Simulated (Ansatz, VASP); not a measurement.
**GaP in VASP and in Ansatz**

```xyz
2
Lattice="0.0000 2.7188 2.7188 2.7188 0.0000 2.7188 2.7188 2.7188 0.0000" Properties=species:S:1:pos:R:3 pbc="T T T"
Ga    0.0000    0.0000    0.0000
P     1.3594    1.3594    1.3594
```

Alike in both runs: functional PBEsol; k mesh 10 × 10 × 10; occupations gaussian, width 0.02 eV; no spin polarisation.

Ansatz relaxed the structure, and its values are those at the end. VASP's run is a single point on that final structure, the one shown.

|  | VASP | Ansatz |
| --- | --- | --- |
| version | VASP 6.6.1 | Ansatz 0.2.0 |
| potentials or method | VASP PAW PBE potentials, release 64 (Ga_d, P) | scalar-relativistic, plane waves, PAW |
| plane-wave cutoff (eV) | 520 | 420 |
| valence electrons in the cell | 18 | 18 |

Ansatz gave:

| Quantity | Value |
| --- | --- |
| gap on the k mesh at the Fermi level (eV) | 1.47 |
| least direct gap on the mesh (eV) | 1.80 |
| pressure (GPa) | 0.0 |

Question: Estimate VASP's values.

Answer: gap on the k mesh at the Fermi level (eV): 1.47; least direct gap on the mesh (eV): 1.81; pressure (GPa): 0.0.

Caveats: the PAW data sets were made with another functional, which shifts forces and pressure a little (VASP). A k mesh can miss the band edges.
